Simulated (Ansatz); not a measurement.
Zinc-blende ZnTe, treated with PBEsol+SOC (Ansatz, an electronic-structure program, PAW).

Run with plane-wave cutoff 520 eV, 10×10×10 k mesh, Fermi–Dirac smearing 0.01 eV, PAW data made under PBE.

Properties against volume:

```tsv
V (Å³/atom)	P (GPa)	direct gap at Γ (eV)
26.253	3.57	1.251
26.812	2.24	1.148
27.370	1.06	1.049
27.929	0.00	0.954
28.487	-0.94	0.862
29.046	-1.79	0.774
29.604	-2.54	0.690
```

A straight line through the gaps at Γ against ln V gives a volume deformation potential dE_g(Γ)/d ln V of -4.7 eV: the gap at Γ widens under compression.

Measured, for comparison: band gap 2.43 eV (zero-point renormalisation of 40 meV (experimental, the table's column) added back, direct; as tabulated in Miglio et al. (2020), arXiv:2011.12765).
